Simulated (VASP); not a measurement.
# GaSb (F-43m) in VASP: a series of runs

Runs on GaSb. Level: r2SCAN. Tasks: single point.

All numbers are computed with VASP 6.6.1; they aren't measurements. Logs are shortened: lines on timing, memory, paths and dates and some standing lists are left out, and cuts for length are marked.

**Experimental background.**

A printed reference work, data compilation reports, for a bulk crystal of GaSb at 4.2 K: band gap 0.811 eV (direct).

How close the calculation comes is told below.

## (1) The cell of the first run

The structure is cubic, space group F-43m (No. 216). Conventional cell: a = 6.035 Å, b = 6.035 Å, c = 6.035 Å, α = 90.00°, β = 90.00°, γ = 90.00°. Sb (site symmetry -43m) has 4 Ga at 2.61 Å within 3.4 Å. Within 3.4 Å of Ga (site symmetry -43m) lie 4 Sb at 2.61 Å.

## (2) Single point, r2SCAN

POSCAR reads:

```
GaSb
1.0
    0.0000000000      3.0176570942      3.0176570942
    3.0176570942      0.0000000000      3.0176570942
    3.0176570942      3.0176570942      0.0000000000
Sb Ga
1 1
Direct
    0.7500000000      0.7500000000      0.7500000000
    0.0000000000      0.0000000000      0.0000000000
```

INCAR.step1 reads:

```
PREC     = Accurate       # precision mode
ENCUT    = 520            # plane-wave cutoff, eV
ISMEAR   = -1             # smearing method
SIGMA    = 0.05           # smearing width, eV
LREAL    = F              # projectors in reciprocal space
LASPH    = T              # aspherical terms in the spheres
NELM     = 80             # most SCF steps
NBANDS   = 16             # bands
GGA      = PE             # functional
ALGO     = Normal         # electronic algorithm
EDIFF    = 1E-4           # SCF threshold, eV
LWAVE    = T              # write WAVECAR
LCHARG   = F              # write CHGCAR
```

INCAR.step2 reads:

```
PREC     = Accurate       # precision mode
ENCUT    = 520            # plane-wave cutoff, eV
EDIFF    = 1E-6           # SCF threshold, eV
ISMEAR   = -1             # smearing method
SIGMA    = 0.05           # smearing width, eV
LREAL    = F              # projectors in reciprocal space
LASPH    = T              # aspherical terms in the spheres
NELM     = 80             # most SCF steps
ALGO     = Normal         # electronic algorithm
ISIF     = 2              # what is computed and relaxed
LWAVE    = F              # write WAVECAR
LCHARG   = T              # write CHGCAR
METAGGA  = R2SCAN         # meta-GGA
LMIXTAU  = T            
LELF     = T              # ELF
LVHAR    = T            
NBANDS   = 16             # bands
ISTART   = 1
```

KPOINTS reads:

```
regular mesh
0
Gamma
  8 8 8
```

Potentials or basis: VASP PAW PBE potentials, release 64 (Sb, Ga_d).

The run is started by

```bash
$ cat potpaw_PBE.64/Sb/POTCAR potpaw_PBE.64/Ga_d/POTCAR > POTCAR
$ cp INCAR.step1 INCAR
$ mpirun -np 1 vasp_std > vasp.out
$ cp INCAR.step2 INCAR
$ mpirun -np 1 vasp_std > vasp.out
```

OUTCAR:

```text
PREC = Accurate
   ENCUT = 520
   EDIFF = 1E-6
   ISMEAR = -1
   LREAL = F
   LASPH = T
   NELM = 80
   ISIF = 2
   METAGGA = R2SCAN
   ISTART = 1

 ion  position               nearest neighbor table
   1  0.750  0.750  0.750-   2 2.61   2 2.61   2 2.61   2 2.61
   2  0.000  0.000  0.000-   1 2.61   1 2.61   1 2.61   1 2.61

  LATTYP: Found a face centered cubic cell.
 ALAT       =     6.0353141884

  Lattice vectors:

 A1 = (   0.0000000000,   3.0176570942,   3.0176570942)
 A2 = (   3.0176570942,   0.0000000000,   3.0176570942)
 A3 = (   3.0176570942,   3.0176570942,   0.0000000000)

Analysis of symmetry for initial positions (statically):
=====================================================================
 Subroutine PRICEL returns:
 Original cell was already a primitive cell.

 Routine SETGRP: Setting up the symmetry group for a
 face centered cubic supercell.

 Subroutine GETGRP returns: Found 24 space group operations
 (whereof 24 operations were pure point group operations)
 out of a pool of 48 trial point group operations.

The static configuration has the point symmetry T_d .

Analysis of symmetry for dynamics (positions and initial velocities):
=====================================================================
 Subroutine PRICEL returns:
 Original cell was already a primitive cell.

 Routine SETGRP: Setting up the symmetry group for a
 face centered cubic supercell.

 Subroutine GETGRP returns: Found 24 space group operations
 (whereof 24 operations were pure point group operations)
 out of a pool of 48 trial point group operations.

The dynamic configuration has the point symmetry T_d .

 Subroutine INISYM returns: Found 24 space group operations
 (whereof 24 operations are pure point group operations),
 and found     1 'primitive' translations

----------------------------------------------------------------------------------------

                                     Primitive cell

  volume of cell :      54.9591

  direct lattice vectors                    reciprocal lattice vectors
     0.000000000  3.017657094  3.017657094    -0.165691457  0.165691457  0.165691457
     3.017657094  0.000000000  3.017657094     0.165691457 -0.165691457  0.165691457
     3.017657094  3.017657094  0.000000000     0.165691457  0.165691457 -0.165691457

  length of vectors
     4.267611589  4.267611589  4.267611589     0.286986022  0.286986022  0.286986022

  position of ions in fractional coordinates (direct lattice)
[... 72 lines left out ...]
   ICHARG =      0    charge: 1-file 2-atom 10-const
   ISPIN  =      1    spin polarized calculation?
   LNONCOLLINEAR =      F non collinear calculations
   LSORBIT =      F    spin-orbit coupling
   LASPH  =      T    aspherical Exc in radial PAW
   ENCUT  =  520.0 eV  38.22 Ry    6.18 a.u.   7.93  7.93  7.93*2*pi/ulx,y,z
   NELM   =     80;   NELMIN=  2; NELMDL=  0     # of ELM steps
   EDIFF  = 0.1E-05   stopping-criterion for ELM
   LREAL  =      F    real-space projection
   EDIFFG = 0.1E-04   stopping-criterion for IOM
   NSW    =      0    number of steps for IOM
   IBRION =     -1    ionic relax: 0-MD 1-quasi-New 2-CG
   NFREE  =      0    steps in history (QN), initial steepest desc. (CG)
   ISIF   =      2    stress and relaxation
   ISYM   =      2    0-nonsym 1-usesym 2-fastsym
   POTIM  = 0.5000    time-step for ionic-motion
   TEBEG  =    0.0;   TEEND  =   0.0 temperature during run
   PSTRESS=    0.0 pullay stress
   NELECT =      18.0000    total number of electrons
   NUPDOWN=      -1.0000    fix difference up-down
   EMIN   =  10.00;   EMAX   =-10.00  energy-range for DOS
   EFERMI =   0.00;   METHOD = LEGACY
   ISMEAR =    -1;   SIGMA  =   0.05  broadening in eV -4-tet -1-fermi 0-gaus
   EFERMI_NEDOS =   21; number of points for ismear=-14 and -15
   IALGO  =     38    algorithm
   IMIX   =      4    mixing-type and parameters
     AMIX     =   0.40;   BMIX     =  1.00
     AMIX_MAG =   1.60;   BMIX_MAG =  1.00
  volume/ion in A,a.u.               =      27.48       185.44
  Fermi-wavevector in a.u.,A,eV,Ry     =   1.128459  2.132478 17.325927  1.273420
  Thomas-Fermi vector in A             =   2.265149
   LORBIT       =      0    0 simple, 1 ext, 2 COOP (PROOUT), +10 PAW based schemes
   METAGGA = R2SCAN    functional components
   LHFCALC =     F    Hartree Fock is set to
   AEXX    =    0.0000 exact exchange contribution
   IVDW    =     0    specifies the selected vdW correction
   LEPSILON=     F    determine dielectric tensor
   LRPA    =     F    only Hartree local field effects (RPA)
 non-spin polarized calculation
  energy-cutoff  :      520.00
  volume of cell :       54.96
 maximum number of plane-waves:      1494
   NGX = 15   NGY = 15   NGZ = 15

 number of electron      17.9999993 magnetization

 Free energy of the ion-electron system (eV)
  ---------------------------------------------------
  ext. energy  EPLUGINS =         0.00000000
  ---------------------------------------------------
  free energy    TOTEN  =       -37.57631880 eV

  energy without entropy =      -37.57631250  energy(sigma->0) =      -37.57631565

 E-fermi :   5.4909     XC(G=0):  -9.9121

 val. band max:        5.1186474226   @ k =   0.0000   0.0000   0.0000
 cond. band min:       5.8828995578   @ k =   0.0000   0.0000   0.0000
 fundamental gap:      0.7642521353
 Fermi energy:         5.4909116738

 k-point     1 :       0.0000    0.0000    0.0000
  band No.  band energies     occupation
      1     -10.4647      2.00000
      2     -10.4647      2.00000
      3     -10.4646      2.00000
      4     -10.4009      2.00000
      5     -10.4009      2.00000
      6      -7.1174      2.00000
[... 433 lines left out ...]
      3     -10.4434      2.00000
      4     -10.4049      2.00000
      5     -10.4007      2.00000
      6      -4.8849      2.00000
[... 8 lines left out ...]
     15      15.4453      0.00000
     16      16.0998      0.00000

 [... further k-points ...]
[... 5 lines left out ...]
  --------------------------------------------------------------------------------------
  -------------------------------------------------------------------------------------
  Total        1.0130739      1.0130739      1.0130739     -0.0000000     -0.0000000      0.0000000
  in kB       29.5333040     29.5333040     29.5333040     -0.0000000     -0.0000000      0.0000000
  external PRESSURE =      29.5333040 kB  Pullay stress =       0.0000000 kB

 VOLUME and BASIS-vectors are now :
 -----------------------------------------------------------------------------
  energy-cutoff  :      520.00
  volume of cell :       54.96
      direct lattice vectors                 reciprocal lattice vectors
     0.000000000  3.017657094  3.017657094    -0.165691457  0.165691457  0.165691457
     3.017657094  0.000000000  3.017657094     0.165691457 -0.165691457  0.165691457
     3.017657094  3.017657094  0.000000000     0.165691457  0.165691457 -0.165691457

 POSITION                                       TOTAL-FORCE (eV/Angst)
 -----------------------------------------------------------------------------------
      4.52649      4.52649      4.52649         0.000000      0.000000      0.000000
      0.00000      0.00000      0.00000        -0.000000     -0.000000     -0.000000
 -----------------------------------------------------------------------------------
    total drift:                                0.000001      0.000001      0.000001

  FREE ENERGIE OF THE ION-ELECTRON SYSTEM (eV)
  ---------------------------------------------------
  free  energy   TOTEN  =       -37.5763188045 eV

  energy  without entropy=      -37.5763125019  energy(sigma->0) =      -37.57631565
```

OUTCAR.step1:

```text
PREC = Accurate
   ENCUT = 520
   ISMEAR = -1
   LREAL = F
   LASPH = T
   NELM = 80
[... 674 lines left out ...]
 -----------------------------------------------------------------------------------
      4.52649      4.52649      4.52649         0.000000      0.000000      0.000000
      0.00000      0.00000      0.00000        -0.000000     -0.000000     -0.000000
 -----------------------------------------------------------------------------------
    total drift:                               -0.000002     -0.000002     -0.000002

  FREE ENERGIE OF THE ION-ELECTRON SYSTEM (eV)
  ---------------------------------------------------
  free  energy   TOTEN  =        -7.2946852061 eV

  energy  without entropy=       -7.2945589145  energy(sigma->0) =       -7.29462206
```

OSZICAR.step1:

```text
N       E                     dE             d eps       ncg     rms          rms(c)
DAV:   1     0.837740803442E+02    0.83774E+02   -0.86218E+03   944   0.142E+03
DAV:   2    -0.810520321636E+00   -0.84585E+02   -0.81281E+02  1104   0.305E+02
DAV:   3    -0.723716464623E+01   -0.64266E+01   -0.64094E+01  1080   0.654E+01
DAV:   4    -0.735347474691E+01   -0.11631E+00   -0.11630E+00  1264   0.978E+00
DAV:   5    -0.735606177584E+01   -0.25870E-02   -0.25870E-02  1096   0.130E+00    0.335E+00
DAV:   6    -0.730843132109E+01    0.47630E-01   -0.63057E-02  1424   0.401E+00    0.203E+00
DAV:   7    -0.729320143081E+01    0.15230E-01   -0.42123E-02  1048   0.166E+00    0.349E-01
DAV:   8    -0.729418850614E+01   -0.98708E-03   -0.44482E-03  1224   0.774E-01    0.954E-02
DAV:   9    -0.729467679073E+01   -0.48828E-03   -0.72166E-04  1032   0.199E-01    0.373E-02
DAV:  10    -0.729468520612E+01   -0.84154E-05   -0.24816E-05   936   0.363E-02
   1 F= -.72946852E+01 E0= -.72946221E+01  d E =-.126292E-03
```

Wall time 49 s (1 thread of AMD EPYC 9R45 (Zen 5), shared host); peak memory 0.16 GiB.

What came out:

```
Free energy            : -37.5763 eV
Pressure               : 3.0 GPa
Band gap on the k mesh : 0.76 eV, direct
```

Levels at points of the mesh, in eV from the valence-band top:
```csv
k point,band 7,band 8,band 9,band 10,band 11,band 12
"(0.00, 0.00, 0.00)",0.00,0.00,0.00,0.76,2.96,2.96
"(0.50, 0.00, 0.00)",-6.80,-1.29,-1.29,0.78,4.01,4.01
"(0.50, 0.50, 0.00)",-7.25,-2.85,-2.85,1.07,1.40,9.54
```

Caveat: the PAW data sets were made with another functional, which shifts forces and pressure a little; spin-orbit coupling is left out, which moves the levels of the heavy elements.

## (3) Single point, r2SCAN

This run uses another cell than the first one, of 28.05 Å³/atom, 1.021 times its volume.

POSCAR reads:

```
GaSb
1.0
    0.0000000000      3.0384691801      3.0384691801
    3.0384691801      0.0000000000      3.0384691801
    3.0384691801      3.0384691801      0.0000000000
Sb Ga
1 1
Direct
    0.7500000000      0.7500000000      0.7500000000
    0.0000000000      0.0000000000      0.0000000000
```

INCAR.step1 reads:

```
PREC = Accurate
ENCUT = 520
ISMEAR = -1
SIGMA = 0.05
LREAL = F
LASPH = T
NELM = 60
NBANDS = 16
GGA = PE
ALGO = Normal
EDIFF = 1E-4
LWAVE = T
LCHARG = F
```

INCAR.step2 reads:

```
PREC = Accurate
ENCUT = 520
EDIFF = 1E-6
ISMEAR = -1
SIGMA = 0.05
LREAL = F
LASPH = T
NELM = 60
ALGO = Normal
ISIF = 2
LWAVE = F
LCHARG = T
METAGGA = R2SCAN
LMIXTAU = T
LELF = T
LVHAR = T
NBANDS = 16
ISTART = 1
```

KPOINTS is that of step 2.

Potentials or basis: VASP PAW PBE potentials, release 64 (Sb, Ga_d).

The run is started by

```bash
$ cat potpaw_PBE.64/Sb/POTCAR potpaw_PBE.64/Ga_d/POTCAR > POTCAR
$ cp INCAR.step1 INCAR
$ mpirun -np 1 vasp_std > vasp.out
$ cp INCAR.step2 INCAR
$ mpirun -np 1 vasp_std > vasp.out
```

OUTCAR:

```text
PREC = Accurate
   ENCUT = 520
   EDIFF = 1E-6
   ISMEAR = -1
   LREAL = F
   LASPH = T
   NELM = 60
   ISIF = 2
   METAGGA = R2SCAN
   ISTART = 1

 ion  position               nearest neighbor table
   1  0.750  0.750  0.750-   2 2.63   2 2.63   2 2.63   2 2.63
   2  0.000  0.000  0.000-   1 2.63   1 2.63   1 2.63   1 2.63

  LATTYP: Found a face centered cubic cell.
 ALAT       =     6.0769383602

  Lattice vectors:

 A1 = (   0.0000000000,   3.0384691801,   3.0384691801)
 A2 = (   3.0384691801,   0.0000000000,   3.0384691801)
[... 624 lines left out ...]
      4     -10.5845      2.00000
      5     -10.5807      2.00000
      6      -5.0188      2.00000
[... 8 lines left out ...]
     15      15.1856      0.00000
     16      15.7853      0.00000

 [... further k-points ...]
[... 5 lines left out ...]
  --------------------------------------------------------------------------------------
  -------------------------------------------------------------------------------------
  Total        0.5717968      0.5717968      0.5717968     -0.0000000      0.0000000      0.0000000
  in kB       16.3289326     16.3289326     16.3289326     -0.0000000      0.0000000      0.0000000
  external PRESSURE =      16.3289326 kB  Pullay stress =       0.0000000 kB

 VOLUME and BASIS-vectors are now :
 -----------------------------------------------------------------------------
  energy-cutoff  :      520.00
  volume of cell :       56.10
      direct lattice vectors                 reciprocal lattice vectors
     0.000000000  3.038469180  3.038469180    -0.164556548  0.164556548  0.164556548
     3.038469180  0.000000000  3.038469180     0.164556548 -0.164556548  0.164556548
     3.038469180  3.038469180  0.000000000     0.164556548  0.164556548 -0.164556548

 POSITION                                       TOTAL-FORCE (eV/Angst)
 -----------------------------------------------------------------------------------
      4.55770      4.55770      4.55770         0.000000      0.000000      0.000000
      0.00000      0.00000      0.00000        -0.000000     -0.000000     -0.000000
 -----------------------------------------------------------------------------------
    total drift:                                0.000001      0.000001      0.000001

  FREE ENERGIE OF THE ION-ELECTRON SYSTEM (eV)
  ---------------------------------------------------
  free  energy   TOTEN  =       -37.5925833243 eV

  energy  without entropy=      -37.5925688791  energy(sigma->0) =      -37.59257610
```

OUTCAR.step1:

```text
PREC = Accurate
   ENCUT = 520
   ISMEAR = -1
   LREAL = F
   LASPH = T
   NELM = 60
[... 674 lines left out ...]
 -----------------------------------------------------------------------------------
      4.55770      4.55770      4.55770        -0.000000     -0.000000      0.000000
      0.00000      0.00000      0.00000         0.000000      0.000000     -0.000000
 -----------------------------------------------------------------------------------
    total drift:                               -0.000002     -0.000002     -0.000002

  FREE ENERGIE OF THE ION-ELECTRON SYSTEM (eV)
  ---------------------------------------------------
  free  energy   TOTEN  =        -7.3248101000 eV

  energy  without entropy=       -7.3245114852  energy(sigma->0) =       -7.32466079
```

Wall time 48 s (1 thread of AMD EPYC 9R45 (Zen 5), shared host); peak memory 0.17 GiB.

Results:

```yaml
Free_energy: -37.5926 eV
Pressure: 1.6 GPa
Band_gap_on_the_k_mesh: 0.60 eV, direct
```

Caveat: the PAW data sets were made with another functional, which shifts forces and pressure a little; spin-orbit coupling is left out, which moves the levels of the heavy elements.

## (4) Comparison with measurements

Step 2. Measured gap of GaSb: 0.811 eV (direct; 4.2 K; a printed reference work, data compilation). This calculation gives 0.76 eV (-0.05 eV). Spin-orbit coupling on Ga, Sb is left out. The value is that of r2SCAN on a finite k mesh, which can miss the band edges, without temperature or zero-point motion.

Step 3. Against the measured gap of GaSb, 0.811 eV (direct; 4.2 K; a printed reference work, data compilation), the calculated 0.60 eV is off by -0.21 eV. Spin-orbit coupling on Ga, Sb is left out. The value is that of r2SCAN on a finite k mesh, which can miss the band edges, without temperature or zero-point motion.
